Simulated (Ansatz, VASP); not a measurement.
# C in two plane-wave programs, part 2 of 2

Wanted: the spread between two codes on one cell, functional and k mesh. The cell is taken from a series of runs on this material, whose earlier steps may have relaxed, scaled, displaced or heated it; both programs get it as it stands.

VASP 6.6.1 and Ansatz 0.2.0.

So far: Set-up; VASP: relaxation of cell and atoms, PBEsol, pair 1; Ansatz: relaxation of cell and atoms, PBEsol, pair 1; Comparison.

## 5. Ansatz: relaxation of cell and atoms, PBEsol, pair 2

Level of this step: Ansatz beside VASP: Kohn-Sham DFT, plane waves, PBEsol (Ansatz).

The relaxed volume is the usual yardstick between codes: in a stiff, nearly cubic crystal its relative difference is about their pressure difference at one cell divided by the bulk modulus. This pair takes another cell of the material, with 8 atoms against 4 for the pair before.

The cell is taken from a series of runs on this material, whose earlier steps may have relaxed, scaled, displaced or heated it; both programs get it as it stands.

input.yaml

```yaml
crystal:
  lattice:
    - [2.52, 0.0, 0.0]
    - [-1.26, 2.18238402, 0.0]
    - [0.0, 0.0, 8.23028554]
  atoms:
    - { symbol: C, position: [0.66666667, 0.33333333, 0.65625] }
    - { symbol: C, position: [0.66666667, 0.33333333, 0.84375] }
    - { symbol: C, position: [0.0, 0.0, 0.90625] }
    - { symbol: C, position: [0.0, 0.0, 0.09375] }
    - { symbol: C, position: [0.33333333, 0.66666667, 0.15625] }
    - { symbol: C, position: [0.33333333, 0.66666667, 0.34375] }
    - { symbol: C, position: [0.0, 0.0, 0.40625] }
    - { symbol: C, position: [0.0, 0.0, 0.59375] }
kpoints:
  mp_grid: { grid: [15, 15, 4] }
scf:
  occupations: { method: fermi_dirac, width: 0.02 }
hamiltonian:
  xc: pbesol
  pseudopotentials: { kind: paw, azcp: { folder: soft_1 }, xc_functional: pbe }
basis:
  ecutwfc: 600
output:
  forces: true
  stress: true
  write_density: true
  write_potential: true
  elf: true
  volumetric_format: npy
relax:
  f_tol: 0.005
  max_steps: 70
  cell: { stress_tol: 0.02, p_target: 0 }
```

Run with:

```bash
> ansatz run input.yaml --threads 4 --pin off --max-ram 10240MiB --backend cpu --events-out ev --progress --plain --runs-dir out
```

Numbers of over 12 decimals in the logs are rounded to 6 here.

Log:

```text
[...]
Crystal: 8 atoms, lattice volume = 45.263 Å³
Basis set: ecut = 600 eV, 1461 PW (Γ), exchange–correlation on 48×48×144 points (8 copies of the dense FFT grid, shifted against one another)
Bands: 24, of which v1, the nominal top of the filled ones, is band 16 counted from 1 (15 counted from 0)
Symmetry: 24 space group operations
[...]
k-points: 81 of 900
[...]
- [-1.252657, 2.169665, 0.0]
    - [0.0, 0.0, 8.264267]
  atoms:
    - { symbol: C, position: [0.666667, 0.333333, 0.655543] }
    - { symbol: C, position: [0.666667, 0.333333, 0.844457] }
    - { symbol: C, position: [0, 0, 0.907047] }
    - { symbol: C, position: [0, 0, 0.092953] }
    - { symbol: C, position: [0.333333, 0.666667, 0.155543] }
    - { symbol: C, position: [0.333333, 0.666667, 0.344457] }
    - { symbol: C, position: [0, 0, 0.407047] }
    - { symbol: C, position: [0, 0, 0.592953] }
[key lines of the parts left out:]
SCF converged after 8 iterations
Free energy (F): -1973.298940 eV
Fermi energy:    15.845363 eV
P = ⅓ Tr σ = -0.0002 GPa (-0.002 kbar)
```

## 6. VASP: relaxation of cell and atoms, PBEsol, pair 2

The same cell, functional, mesh and smearing now go to VASP, with its own data sets.

INCAR

```
SYSTEM = C
PREC = Accurate
ENCUT = 600
EDIFF = 1E-07
NELM = 120
ISMEAR = -1
SIGMA = 0.02
LREAL = .FALSE.
ALGO = Normal
GGA = PS
NBANDS = 24
LORBIT = 11
LWAVE = .FALSE.
LCHARG = .FALSE.
ISIF = 3
IBRION = 2
NSW = 80
EDIFFG = -0.005
LASPH = .TRUE.
GGA_COMPAT = .FALSE.
NELMIN = 4
EFERMI = MIDGAP
KPAR = 4
```

POSCAR

```
C
1.0
    2.5200000000      0.0000000000      0.0000000000
   -1.2600000000      2.1823840200      0.0000000000
    0.0000000000      0.0000000000      8.2302855400
C
8
Direct
    0.6666666700      0.3333333300      0.6562500000
    0.6666666700      0.3333333300      0.8437500000
    0.0000000000      0.0000000000      0.9062500000
    0.0000000000      0.0000000000      0.0937500000
    0.3333333300      0.6666666700      0.1562500000
    0.3333333300      0.6666666700      0.3437500000
    0.0000000000      0.0000000000      0.4062500000
    0.0000000000      0.0000000000      0.5937500000
```

KPOINTS

```
Automatic mesh
0
Gamma
15 15 4
0 0 0
```

Potentials, in the order of the species: C (PBE family, release 64).

Run with:

```bash
> mpirun -np 4 vasp_std
```

Log:

```text
[banner, memory and clock lines left out]
running    4 mpi-ranks, on    1 nodes
[...]
[... a notice as in an earlier step ...]

 LDA part: xc-table for (Slater+PW92), standard interpolation
 POSCAR, INCAR and KPOINTS ok, starting setup
[...]
entering main loop
       N       E                     dE             d eps       ncg     rms          rms(c)
DAV:   1     0.789007263625E+02    0.78901E+02   -0.18464E+04  3888   0.146E+03
DAV:   2    -0.740651996672E+02   -0.15297E+03   -0.14377E+03  5352   0.251E+02
DAV:   3    -0.795401256913E+02   -0.54749E+01   -0.54327E+01  5176   0.434E+01
DAV:   4    -0.795963469726E+02   -0.56221E-01   -0.56173E-01  4864   0.491E+00
[...]
DAV:  11    -0.769284434664E+02    0.11136E-05   -0.11404E-06  5024   0.689E-03    0.161E-03
DAV:  12    -0.769284436534E+02   -0.18695E-06   -0.92055E-08  3728   0.208E-03    0.458E-04
DAV:  13    -0.769284436128E+02    0.40553E-07   -0.12711E-08  3576   0.830E-04
   1 F= -.76928444E+02 E0= -.76928444E+02  d E =-.769284E+02
[... from here on, the cycles between the ionic steps are left out ...]
   2 F= -.76912051E+02 E0= -.76912051E+02  d E =0.163924E-01
   3 F= -.76950593E+02 E0= -.76950593E+02  d E =-.221493E-01
   4 F= -.76950586E+02 E0= -.76950586E+02  d E =-.221424E-01
   5 F= -.76950590E+02 E0= -.76950590E+02  d E =-.369412E-05
   6 F= -.76950804E+02 E0= -.76950804E+02  d E =-.217483E-03
   7 F= -.76950798E+02 E0= -.76950798E+02  d E =0.523027E-05
   8 F= -.76950812E+02 E0= -.76950812E+02  d E =-.831447E-05
[...]
reached required accuracy - stopping structural energy minimisation
```

OUTCAR, selected parts (step 6):

```text
  Total       -0.0025292     -0.0025292      0.0050867      0.0000000      0.0000000      0.0000000
  in kB       -0.0901166     -0.0901166      0.1812393      0.0000000      0.0000000      0.0000000
  external PRESSURE =       0.0003354 kB  Pullay stress =       0.0000000 kB

 POSITION                                       TOTAL-FORCE (eV/Angst)
 -----------------------------------------------------------------------------------
      1.25309      0.72347      5.41936        -0.000000     -0.000000     -0.000345
      1.25309      0.72347      6.98090         0.000000     -0.000000      0.000345
      0.00000      0.00000      7.49833         0.000000      0.000000      0.003009
      0.00000      0.00000      0.76851         0.000000     -0.000000     -0.003009
     -0.00000      1.44695      1.28594        -0.000000      0.000000     -0.000345
     -0.00000      1.44695      2.84748        -0.000000      0.000000      0.000345
      0.00000      0.00000      3.36491        -0.000000     -0.000000      0.003009
      0.00000      0.00000      4.90193         0.000000      0.000000     -0.003009
 -----------------------------------------------------------------------------------
    total drift:                               -0.000000      0.000000      0.000000

  FREE ENERGIE OF THE ION-ELECTRON SYSTEM (eV)
  ---------------------------------------------------
  free  energy   TOTEN  =       -76.9508118501 eV

  energy  without entropy=      -76.9508118501  energy(sigma->0) =      -76.95081185

[... 1 part as in an earlier step ...]

[... 3 further parts left out ...]
[key lines of the parts left out:]
E-fermi :  12.1917
```

## 7. Differences

Compared:

```tsv
quantity	Ansatz	VASP	difference
volume (Å³)	44.92	44.97	-0.10 %
edge a after relaxation, in the typed setting (Å)	2.505	2.506	-0.04 %
edge c after relaxation, in the typed setting (Å)	8.264	8.267	-0.03 %
```

## 8. Ansatz: relaxation of cell and atoms, PBEsol, pair 3

The relaxed volume is the usual yardstick between codes: in a stiff, nearly cubic crystal its relative difference is about their pressure difference at one cell divided by the bulk modulus. This pair takes another cell of the material, with 12 atoms against 8 for the pair before.

The cell is taken from a series of runs on this material, whose earlier steps may have relaxed, scaled, displaced or heated it; both programs get it as it stands.

input.yaml, the sections that differ from step 5:

```yaml
crystal:
  lattice:
    - [2.52, 0.0, 0.0]
    - [-1.26, 2.18238402, 0.0]
    - [0.0, 0.0, 12.3454283]
  atoms:
    - { symbol: C, position: [0.0, 0.0, 0.6875] }
    - { symbol: C, position: [0.0, 0.0, 0.8125] }
    - { symbol: C, position: [0.33333333, 0.66666667, 0.85416667] }
    - { symbol: C, position: [0.33333333, 0.66666667, 0.97916667] }
    - { symbol: C, position: [0.66666667, 0.33333333, 0.02083333] }
    - { symbol: C, position: [0.66666667, 0.33333333, 0.14583333] }
    - { symbol: C, position: [0.0, 0.0, 0.1875] }
    - { symbol: C, position: [0.0, 0.0, 0.3125] }
    - { symbol: C, position: [0.66666667, 0.33333333, 0.35416667] }
    - { symbol: C, position: [0.66666667, 0.33333333, 0.47916667] }
    - { symbol: C, position: [0.33333333, 0.66666667, 0.52083333] }
    - { symbol: C, position: [0.33333333, 0.66666667, 0.64583333] }
kpoints:
  mp_grid: { grid: [15, 15, 3] }
output:
  forces: true
  stress: true
# scf, hamiltonian, basis, relax: as in step 5
```

Run with:

```bash
> ansatz run input.yaml --threads 4 --pin off --max-ram 10240MiB --backend cpu --events-out ev --progress --plain --runs-dir out
```

Log:

```text
[...]
Crystal: 12 atoms, lattice volume = 67.895 Å³
Basis set: ecut = 600 eV, 2149 PW (Γ), exchange–correlation on 48×48×200 points (8 copies of the dense FFT grid, shifted against one another)
Bands: 36, of which v1, the nominal top of the filled ones, is band 24 counted from 1 (23 counted from 0)
Symmetry: 24 space group operations
[...]
k-points: 54 of 675
[...]
- { symbol: C, position: [0.666667, 0.333333, 0.020769] }
    - { symbol: C, position: [0.666667, 0.333333, 0.145079] }
    - { symbol: C, position: [0, 0, 0.186864] }
    - { symbol: C, position: [0, 0, 0.313136] }
    - { symbol: C, position: [0.666667, 0.333333, 0.354921] }
    - { symbol: C, position: [0.666667, 0.333333, 0.479231] }
    - { symbol: C, position: [0.333333, 0.666667, 0.520769] }
    - { symbol: C, position: [0.333333, 0.666667, 0.645079] }
[key lines of the parts left out:]
SCF converged after 8 iterations
Free energy (F): -2959.984829 eV
Fermi energy:    15.757253 eV
P = ⅓ Tr σ = 0.0014 GPa (0.014 kbar)
```

## 9. VASP: relaxation of cell and atoms, PBEsol, pair 3

The same cell, functional, mesh and smearing now go to VASP, with its own data sets.

Edit INCAR of step 6 so:

```diff
@@ -10,3 +10,3 @@
 GGA = PS
-NBANDS = 24
+NBANDS = 36
 LORBIT = 11
```

POSCAR

```
C
1.0
    2.5200000000      0.0000000000      0.0000000000
   -1.2600000000      2.1823840200      0.0000000000
    0.0000000000      0.0000000000     12.3454283000
C
12
Direct
    0.0000000000      0.0000000000      0.6875000000
    0.0000000000      0.0000000000      0.8125000000
    0.3333333300      0.6666666700      0.8541666700
    0.3333333300      0.6666666700      0.9791666700
    0.6666666700      0.3333333300      0.0208333300
    0.6666666700      0.3333333300      0.1458333300
    0.0000000000      0.0000000000      0.1875000000
    0.0000000000      0.0000000000      0.3125000000
    0.6666666700      0.3333333300      0.3541666700
    0.6666666700      0.3333333300      0.4791666700
    0.3333333300      0.6666666700      0.5208333300
    0.3333333300      0.6666666700      0.6458333300
```

KPOINTS

```
Automatic mesh
0
Gamma
15 15 3
0 0 0
```

Run with:

```bash
> mpirun -np 4 vasp_std
```

Log:

```text
[banner, memory and clock lines left out]
running    4 mpi-ranks, on    1 nodes
[...]
[... a notice as in an earlier step ...]

 LDA part: xc-table for (Slater+PW92), standard interpolation
 POSCAR, INCAR and KPOINTS ok, starting setup
[...]
entering main loop
       N       E                     dE             d eps       ncg     rms          rms(c)
DAV:   1     0.131401265198E+03    0.13140E+03   -0.27855E+04  3888   0.147E+03
DAV:   2    -0.109782654511E+03   -0.24118E+03   -0.22708E+03  5036   0.267E+02
DAV:   3    -0.119320494419E+03   -0.95378E+01   -0.94599E+01  5120   0.477E+01
DAV:   4    -0.119438132178E+03   -0.11764E+00   -0.11729E+00  5144   0.554E+00
[...]
DAV:  11    -0.115439739083E+03    0.84893E-06   -0.19598E-06  5100   0.826E-03    0.240E-03
DAV:  12    -0.115439739349E+03   -0.26546E-06   -0.21490E-07  3968   0.283E-03    0.552E-04
DAV:  13    -0.115439739362E+03   -0.13248E-07   -0.39975E-08  3340   0.114E-03
   1 F= -.11543974E+03 E0= -.11543974E+03  d E =-.115440E+03
[... from here on, the cycles between the ionic steps are left out ...]
   2 F= -.11543597E+03 E0= -.11543597E+03  d E =0.376609E-02
   3 F= -.11546227E+03 E0= -.11546227E+03  d E =-.225352E-01
   4 F= -.11546112E+03 E0= -.11546112E+03  d E =0.115844E-02
   5 F= -.11546287E+03 E0= -.11546287E+03  d E =-.590720E-03
   6 F= -.11546289E+03 E0= -.11546289E+03  d E =-.263486E-04
   7 F= -.11546291E+03 E0= -.11546291E+03  d E =-.399729E-04
[...]
reached required accuracy - stopping structural energy minimisation
```

OUTCAR, selected parts (step 9):

```text
  Total       -0.0064360     -0.0064360     -0.0137213     -0.0000000     -0.0000000      0.0000000
  in kB       -0.1529196     -0.1529196     -0.3260179     -0.0000000     -0.0000000      0.0000000
  external PRESSURE =      -0.2106190 kB  Pullay stress =       0.0000000 kB

 POSITION                                       TOTAL-FORCE (eV/Angst)
 -----------------------------------------------------------------------------------
     -0.00000      0.00000      8.49826         0.000000     -0.000000     -0.001416
     -1.25432      2.17255     10.06032         0.000000     -0.000000      0.001416
     -0.00000      1.44837     10.57736         0.000000     -0.000000     -0.000254
     -0.00000      1.44837     12.11539        -0.000000     -0.000000      0.001355
      1.25432      0.72418      0.25699        -0.000000      0.000000     -0.001355
      1.25432      0.72418      1.79503         0.000000      0.000000      0.000254
      2.50865      0.00000      2.31206        -0.000000      0.000000     -0.001416
     -0.00000      0.00000      3.87413        -0.000000      0.000000      0.001416
      1.25432      0.72418      4.39116         0.000000      0.000000     -0.000254
      1.25432      0.72418      5.92920         0.000000      0.000000      0.001355
     -0.00000      1.44837      6.44319        -0.000000     -0.000000     -0.001355
     -0.00000      1.44837      7.98122        -0.000000     -0.000000      0.000254
 -----------------------------------------------------------------------------------
    total drift:                               -0.000000      0.000000      0.000000

  FREE ENERGIE OF THE ION-ELECTRON SYSTEM (eV)
  ---------------------------------------------------
  free  energy   TOTEN  =      -115.4629053011 eV

  energy  without entropy=     -115.4629053011  energy(sigma->0) =     -115.46290530

[... 1 part as in an earlier step ...]

[... 3 further parts left out ...]
[key lines of the parts left out:]
E-fermi :  12.1029
```

## 10. Side by side

Compared:

```tsv
quantity	Ansatz	VASP	difference
volume (Å³)	67.36	67.43	-0.10 %
edge a after relaxation, in the typed setting (Å)	2.508	2.509	-0.03 %
edge c after relaxation, in the typed setting (Å)	12.368	12.372	-0.04 %
```

## 11. Summary of results

* difference in volume (relaxation of cell and atoms, PBEsol, pair 1): -0.10 %
* difference in volume (relaxation of cell and atoms, PBEsol, pair 2): -0.10 %
* difference in volume (relaxation of cell and atoms, PBEsol, pair 3): -0.10 %

The difference in volume is -0.10 % (relaxation of cell and atoms, PBEsol, pair 3), within the 1.2 % picked in this series as the mark of a large difference, as far as the stopping tolerances let one tell. VASP runs on this material, other cells of it included, that failed, so that no pair exists: relaxation of cell and atoms, PBEsol (timeout). 2 further runs of this series are not shown here. How closely two codes agree says nothing of how well the functional describes the real material.

[Lines on the potential files, build, host, timing and source positions are cut from VASP's logs without a mark.]

[Logs are printed without paths, hosts, clocks, repeated set-up lines and the standing remarks that a program may print on its own settings, such as how far it seeks lower states.]

[Hosts, paths, dates, database ids (printed as entryN), source tags and the programs' standing remarks are cut or masked in the printed files.]
